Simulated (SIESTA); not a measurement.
The system is HfO2.

```
Hf O
1.0
     5.21946    0.00000    0.00000
     0.00000    5.00476    0.00000
     0.00000    0.00000    5.03269
Hf O
4 8
Direct
  0.96699 0.73252 0.74144
  0.53301 0.73252 0.24144
  0.46699 0.26748 0.74144
  0.03301 0.26748 0.24144
  0.63213 0.92865 0.87927
  0.86787 0.92865 0.37927
  0.23395 0.53988 0.49229
  0.26605 0.53988 0.99229
  0.76605 0.46012 0.99229
  0.73395 0.46012 0.49229
  0.13213 0.07135 0.87927
  0.36787 0.07135 0.37927
```

Measurements of this composition are mostly on another form, of space group No. 14.

Program: SIESTA 5.4.2. Alike in all runs: task band structure; cell as given; smearing fermi-dirac 0.05 eV; grid cutoff 800 Ry.

**Question.** Order these runs on this cell by their pressure, lowest first.
A. level PBE; potentials or basis PseudoDojo 0.4 standard (PBE files), TZP (energy shift 0.01 Ry); spin off; k mesh 5 × 6 × 5; energy shift 0.01 Ry
B. level APBE; potentials or basis PseudoDojo 0.4 standard (PBE files), DZP (energy shift 0.002 Ry); spin off; k mesh 5 × 6 × 5; energy shift 0.002 Ry
C. level vdW-DF-cx; potentials or basis PseudoDojo 0.4 standard (PBE files), DZP (energy shift 0.002 Ry); spin off; k mesh 5 × 6 × 5; energy shift 0.002 Ry
D. level PBEJsJrLO; potentials or basis PseudoDojo 0.4 standard (PBE files), DZP (energy shift 0.002 Ry); spin off; k mesh 5 × 6 × 5; energy shift 0.002 Ry
E. level LDA; potentials or basis PseudoDojo 0.4 standard (PBE files, fully relativistic), DZP (energy shift 0.002 Ry); spin non-collinear, zero start, SOC; k mesh 4 × 4 × 4; energy shift 0.002 Ry

**Answer.** E (-2.8 GPa), C (5.5 GPa), D (7.1 GPa), A (8.8 GPa), B (14.0 GPa).

Caveats: semicore shells carry a single zeta, which can move pressures by several GPa and volumes by a few percent; the basis of atomic orbitals isn't converged, which shifts pressures, moduli and gaps; the potentials were made for another functional, which shifts forces and pressure (some runs).
